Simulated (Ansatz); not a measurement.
## CdSe (Cadmoselite): single point with PBE

**Measured values to compare with.**

From a printed reference work, data compilation, for a bulk crystal of CdSe at 2 K: band gap 1.841 eV.

CdSe (Cadmoselite):

```
CELL_PARAMETERS angstrom
4.30000 0.00000 0.00000
-2.15000 3.72391 0.00000
0.00000 0.00000 7.02000
ATOMIC_POSITIONS crystal
Cd 0.66667 0.33333 0.50000
Cd 0.33333 0.66667 0.00000
Se 0.66667 0.33333 0.88500
Se 0.33333 0.66667 0.38500
```

```json
{
 "Program": "Ansatz 0.2.0",
 "Task": "single point",
 "Functional": "PBE",
 "Potentials or basis": "Ansatz PAW",
 "Cutoff": "420 eV (not typed: the program's choice for these potentials)",
 "k mesh": "7 × 7 × 4",
 "Occupations": "gaussian, width 0.027 eV",
 "Spin": "no spin polarisation"
}
```

The pressure is 3.0 GPa and the largest force is 0.282 eV/Å. The band gap on the k mesh is 0.70 eV, direct.

Forces in eV/Å, atoms in the order of the input:
```
Cd   0.000  0.000  0.282
Cd   0.000  0.000  0.282
Se   0.000  0.000 -0.282
Se   0.000  0.000 -0.282
```

Stress tensor (GPa, compression positive):
```
3.69 0.00 0.00
0.00 3.69 0.00
0.00 0.00 1.66
```

Levels at points of the mesh, in eV from the valence-band top:
| k point | band 34 | band 35 | band 36 | band 37 | band 38 | band 39 |
| --- | --- | --- | --- | --- | --- | --- |
| (0.00, 0.00, 0.00) | -0.01 | 0.00 | 0.00 | 0.70 | 2.12 | 5.89 |
| (0.00, 0.00, -0.50) | -0.37 | -0.37 | -0.37 | 2.34 | 2.34 | 5.82 |

It took 9.1 s on 2 threads of Intel(R) Xeon(R) Processor @ 2.50GHz (Skylake/Cascade Lake), on a shared host, peak memory 0.42 GiB.

Against the measured gap of CdSe, 1.841 eV (2 K; a printed reference work, data compilation), the calculated 0.70 eV is off by -1.14 eV. So large a miss can be the level of theory's own, or it may mean another phase, state or a wrong row. Spin-orbit coupling on Cd, Se is left out. The value is that of PBE, without temperature or zero-point motion. Semilocal functionals fall short of measured gaps as a rule.

Caveat: odd divisions of the mesh miss points on the zone boundary, where band edges often lie, so the gap on the mesh can be too wide.
